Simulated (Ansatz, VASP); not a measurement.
As in VASP and in Ansatz

Contents of INCAR:

```
  ALGO = Fast
  EDIFF = 1E-7
  ENCUT = 520
  GGA = PE
  ISIF = 2
  ISMEAR = 0
  LASPH = T
  LCHARG = F
  LREAL = F
  LWAVE = F
  NBANDS = 24
  NELM = 100
  PREC = Accurate
  SIGMA = 0.1
```

The input KPOINTS:

```
k-points
0
Gamma
  4 4 8
```

POSCAR

```
As
1.0
    6.4732979100      0.0000000000      0.0000000000
    0.0000000000      6.4732979100      0.0000000000
    0.0000000000      0.0000000000      2.3736579700
As
6
Direct
    0.1767953900      0.3232046100      0.0000000000
    0.3232046100      0.8232046100      0.0000000000
    0.8232046100      0.6767953900      0.0000000000
    0.6767953900      0.1767953900      0.0000000000
    0.0000000000      0.0000000000      0.0000000000
    0.5000000000      0.5000000000      0.0000000000
```

Input for Ansatz:

```yaml
crystal:
  lattice:
    - [6.47329791, 0.0, 0.0]
    - [0.0, 6.47329791, 0.0]
    - [0.0, 0.0, 2.37365797]
  atoms:
    - { symbol: As, position: [0.17679539, 0.32320461, 0.0] }
    - { symbol: As, position: [0.32320461, 0.82320461, 0.0] }
    - { symbol: As, position: [0.82320461, 0.67679539, 0.0] }
    - { symbol: As, position: [0.67679539, 0.17679539, 0.0] }
    - { symbol: As, position: [0.0, 0.0, 0.0] }
    - { symbol: As, position: [0.5, 0.5, 0.0] }
basis:
  ecutwfc: 420
kpoints:
  mp_grid: { grid: [4, 4, 8] }
hamiltonian:
  xc: pbe
scf:
  occupations: { method: gaussian, width: 0.1 }
  lower_state_search: "off"
output:
  forces: true
  stress: true
  eigenvalues: true
```

Alike in both runs: task single point; functional PBE; k mesh 4 × 4 × 8; occupations gaussian, width 0.1 eV; no spin polarisation.

|  | VASP | Ansatz |
| --- | --- | --- |
| version | VASP 6.6.1 | Ansatz 0.2.0 |
| potentials or method | VASP PAW PBE potentials, release 64 (As) | scalar-relativistic, plane waves, PAW |
| plane-wave cutoff (eV) | 520 | 420 |
| valence electrons in the cell | 30 | 90 |

VASP gave:

| Quantity | Value |
| --- | --- |
| gap on the k mesh at the Fermi level (eV) | none |
| rms of the force components (eV/Å) | 0.715 |

What did Ansatz give for the same quantities?

gap on the k mesh at the Fermi level (eV): none; rms of the force components (eV/Å): 0.699.

Atom by atom the forces differ by 0.017 eV/Å (rms over components). A gap of «none» marks a metal or a gap that the smearing closes. The two sets of potentials don't hold the same shells in valence.

Caveats: forces of over 1 eV/Å show positions far from the minimum, so gaps and moduli don't describe the material at rest.
